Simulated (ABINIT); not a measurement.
# Ge (Fd-3m) in ABINIT: notebook, part 2 of 2

ABINIT 10.8.3 (patched build). The steps go on from the part before.

### 4 Relaxation of cell and atoms, PBE

run.abi

```
# Pseudopotentials
pp_dirpath "./"
pseudos "Ge.upf"

# Structure
acell 3*1.0 Angstrom
rprim
     0.0000000000     2.8289100000     2.8289100000
     2.8289100000     0.0000000000     2.8289100000
     2.8289100000     2.8289100000     0.0000000000
ntypat 1
znucl 32
natom 2
typat 1 1
chkprim 0
chksymtnons 0
tolsym 1.0e-6
xred
            3/4            3/4            3/4
            1/2            1/2            1/2

# Plane-wave basis
ecut 1061.244064 eV
ecutsm 0.5

# k points
kptopt 1
ngkpt 6 6 6
nshiftk 1
shiftk 0.0 0.0 0.0

# Exchange and correlation
ixc 11

# Bands and occupations
nband 18
occopt 3
tsmear 0.05 eV

# SCF cycle
nstep 80
tolvrs 1.0e-12

# Output
iomode 3
prteig 0
prtebands 0
prtwf 0
prtden 0

# Relaxation
ionmov 2
optcell 2
ntime 50
tolmxf 2.0e-5
dilatmx 1.08
```

Potentials or basis: PseudoDojo NC SR PBE v0.4.1 standard.

Command:

```console
> mpirun --bind-to none -np 4 abinit run.abi > log 2>&1
```

run.abo:

```text
.Version 10.8.3 of ABINIT
 Symmetries : space group Fd -3 m (#227); Bravais cF (face-center cubic)
================================================================================
 Values of the parameters that define the memory need of the present run
     intxc =       0    ionmov =       2      iscf =       7    lmnmax =       6
     lnmax =       6     mgfft =      48  mpssoang =       3    mqgrid =    3001
     natom =       2  nloc_mem =       1    nspden =       1   nspinor =       1
    nsppol =       1      nsym =      48    n1xccc =    2501    ntypat =       1
    occopt =       3   xclevel =       2
       mpw =        4500          nfft =      110592          nkpt =          16
================================================================================
================================================================================

--------------------------------------------------------------------------------
------------- Echo of variables that govern the present computation ------------
--------------------------------------------------------------------------------
 -outvars: echo values of preprocessed input variables --------
            acell      1.8897261259E+00  1.8897261259E+00  1.8897261259E+00 Bohr
              amu      7.26100000E+01
          chkprim           0
      chksymtnons           0
          dilatmx      1.08000000E+00
             ecut      3.90000000E+01 Hartree
           ecutsm      5.00000000E-01 Hartree
           ionmov           2
              ixc          11
         kptrlatt        6    0    0      0    6    0      0    0    6
          kptrlen      4.53611699E+01
            natom           2
            nband          18
            ngfft          48      48      48
             nkpt          16
            nstep          80
             nsym          48
            ntime          50
           ntypat           1
           occopt           3
          optcell           2
           prtden           0
        prtebands           0
           prteig           0
            prtwf           0
            rprim      0.0000000000E+00  2.8289100000E+00  2.8289100000E+00
                       2.8289100000E+00  0.0000000000E+00  2.8289100000E+00
                       2.8289100000E+00  2.8289100000E+00  0.0000000000E+00
          spgroup         227
[... 463 lines left out ...]
    2      2.88448309955807     2.88448309955807     2.88448309955807

 cartesian forces (hartree/bohr) at end:
    1      0.00000000000000     0.00000000000000     0.00000000000000
    2      0.00000000000000     0.00000000000000    -0.00000000000000
 frms,max,avg= 2.2816111E-28 3.9518664E-28   0.000E+00  0.000E+00  0.000E+00 h/b

 cartesian forces (eV/Angstrom) at end:
    1      0.00000000000000     0.00000000000000     0.00000000000000
    2      0.00000000000000     0.00000000000000    -0.00000000000000
 frms,max,avg= 1.1732516E-26 2.0321314E-26   0.000E+00  0.000E+00  0.000E+00 e/A
 length scales=  7.708712768710  7.708712768710  7.708712768710 bohr
              =  4.079275119831  4.079275119831  4.079275119831 angstroms
 Fermi (or HOMO) energy (hartree) =   0.12928   Average Vxc (hartree)=  -0.35865
 Eigenvalues (hartree) for nkpt=  16  k points:
 kpt#   1, nband= 18, wtk=  0.00463, kpt=  0.0000  0.0000  0.0000 (reduced coord)
  -0.77975   -0.77975   -0.77975   -0.77865   -0.77865   -0.77196   -0.77196   -0.77196
  -0.77171   -0.77171   -0.32274    0.11281    0.13079    0.13079    0.13079    0.22354
   0.22354    0.22354
      occupation numbers for kpt#   1
   2.00000    2.00000    2.00000    2.00000    2.00000    2.00000    2.00000    2.00000
   2.00000    2.00000    2.00000    1.99974    0.61106    0.61106    0.61106    0.00000
   0.00000    0.00000
 prteigrs : prtvol=0 or 1, do not print more k-points.

--- !EnergyTerms
iteration_state     : {dtset: 1, itime: 4, icycle: 1, }
comment             : Components of total free energy in Hartree
kinetic             :  1.34052382560680E+02
hartree             :  5.65325722203055E+01
xc                  : -4.36312954540351E+01
Ewald energy        : -9.68478320408807E+01
psp_core            :  5.34411665938995E+00
local_psp           : -1.39836146159732E+02
non_local_psp       : -9.42548668870130E+01
internal            : -1.78641069101285E+02
'-kT*entropy'       : -7.48227744022010E-05
total_energy        : -1.78641143924059E+02
total_energy_eV     : -4.86107316674146E+03
band_energy         : -1.60663894946981E+01
...

 Cartesian components of stress tensor (hartree/bohr^3)
  sigma(1 1)= -5.78398094E-08  sigma(3 2)=  0.00000000E+00
  sigma(2 2)= -5.78398094E-08  sigma(3 1)=  0.00000000E+00
  sigma(3 3)= -5.78398094E-08  sigma(2 1)=  0.00000000E+00

-Cartesian components of stress tensor (GPa)         [Pressure=  1.7017E-03 GPa]
- sigma(1 1)= -1.70170594E-03  sigma(3 2)=  0.00000000E+00
- sigma(2 2)= -1.70170594E-03  sigma(3 1)=  0.00000000E+00
- sigma(3 3)= -1.70170594E-03  sigma(2 1)=  0.00000000E+00

== END DATASET(S) ==============================================================
================================================================================

 -outvars: echo values of variables after computation  --------
            acell      7.7087127687E+00  7.7087127687E+00  7.7087127687E+00 Bohr
           etotal     -1.7864114392E+02
            fcart      0.0000000000E+00  0.0000000000E+00  3.9518664218E-28
                       0.0000000000E+00  0.0000000000E+00 -3.9518664218E-28
            rprim      0.0000000000E+00  7.0710678119E-01  7.0710678119E-01
                       7.0710678119E-01  0.0000000000E+00  7.0710678119E-01
                       7.0710678119E-01  7.0710678119E-01  0.0000000000E+00
           strten     -5.7839809397E-08 -5.7839809397E-08 -5.7839809393E-08
                       0.0000000000E+00  0.0000000000E+00  0.0000000000E+00
           xangst      4.3267246493E+00  4.3267246493E+00  4.3267246493E+00
                       2.8844830996E+00  2.8844830996E+00  2.8844830996E+00
             xred      7.5000000000E-01  7.5000000000E-01  7.5000000000E-01
                       5.0000000000E-01  5.0000000000E-01  5.0000000000E-01
 Calculation completed.
```

Run time: 38 s. Hardware: 4 MPI ranks of Intel Xeon Platinum 8488C (Sapphire Rapids), shared host; peak memory 0.4 GiB.

What came out:

```yaml
Free_energy: -4861.0732 eV
Relaxed_volume: 24.00 Å³/atom
Relaxed_cell: a = 4.079 Å, b = 4.079 Å, c = 4.079 Å, α = 60.00°, β = 60.00°, γ = 60.00°
Space_group_after_relaxing_to_0.05_Å: Fd-3m (No. 227)
Energy_gained_by_relaxing: 15.6 meV/atom
Ionic_steps: 4
Pressure_after_relaxing: 0.0 GPa
Band_gap_on_the_k_mesh: none (metal or under the smearing width)
```

The path:
```
step  energy change (eV)  largest force (eV/Å)  pressure (GPa)  volume (Å³)
   1              0.0000                0.0000            3.81        45.28
   2             -0.0113                0.0000            3.02        45.81
   3             -0.0312                0.0000            0.03        47.97
   4             -0.0312                0.0000            0.00        48.00
```

Final structure:
```yaml
crystal:
  lattice:
    - [0.00000, 2.88448, 2.88448]
    - [2.88448, 0.00000, 2.88448]
    - [2.88448, 2.88448, 0.00000]
  atoms:
    - { symbol: Ge, position: [0.75000, 0.75000, 0.75000] }
    - { symbol: Ge, position: [0.50000, 0.50000, 0.50000] }
```

Caveat: this crystal is a semiconductor, whose small gap the functional closes, so the metal is an error of the method.

### 5 Summary

| task | potentials or basis | cell | cell freedom (optcell) | optimiser (ionmov) | cutoff smearing ecutsm (Ha) | force stop (Ha/bohr) | gap on the mesh (eV) | pressure (GPa) | relaxed volume (Å³/atom) |
| --- | --- | --- | --- | --- | --- | --- | --- | --- | --- |
| relaxation of cell and atoms | Ansatz NC PBE | relaxed | 2 | 2 | 0.5 | 2e-05 | none | 0.0 | 23.98 |
| single point | Ansatz NC PBE | cell relaxed | - | - | - | - | none | 0.0 | - |
| relaxation of cell and atoms | PseudoDojo NC SR PBE v0.4.1 standard | relaxed | 2 | 2 | 0.5 | 2e-05 | none | 0.0 | 24.00 |

Alike in all rows: level PBE; no spin polarisation; k mesh 6 × 6 × 6; cutoff (eV) 1061; smearing fermi-dirac 0.05 eV.

Caveats: this crystal is a semiconductor, whose small gap the functional closes, so the metal is an error of the method.

Absolute energies hang on the potentials; compare differences alone.

### 6 How close it comes

Step 2. The cell as given is a measured one (22.64 Å³/atom); PBE puts the equilibrium volume +5.9 % from it, thermal expansion not counted.

Step 4. The cell as given is a measured one (22.64 Å³/atom); PBE puts the equilibrium volume +6.0 % from it, thermal expansion not counted.
